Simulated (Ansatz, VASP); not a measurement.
Ga in VASP and in Ansatz

```
Ga
1.0
     2.54958    0.00000    0.00000
     0.00000    2.54958    0.00000
     0.00000    0.00000    2.54958
Ga
1
Cartesian
  0.0000 0.0000 0.0000
```

Change from the starting cell: volume scaled by 0.88, LAPW.

Alike in both runs: task single point; functional PBEsol; k mesh 15 × 15 × 15; occupations fermi-dirac, width 0.1 eV; no spin polarisation.

|  | VASP | Ansatz |
| --- | --- | --- |
| version | VASP 6.6.1 | Ansatz 0.2.0 |
| potentials or method | VASP PAW PBE potentials, release 64 (Ga_d), cutoff 520 eV | all-electron LAPW, scalar-relativistic |

|  | VASP | Ansatz | Ansatz less VASP |
| --- | --- | --- | --- |
| pressure (GPa) | 9.9 | 9.8 | -0.06 |

Ansatz ran all-electron here, so the differences hold the error of VASP's frozen core and of both bases.

Caveats: the PAW data sets were made with another functional, which shifts forces and pressure a little (VASP).
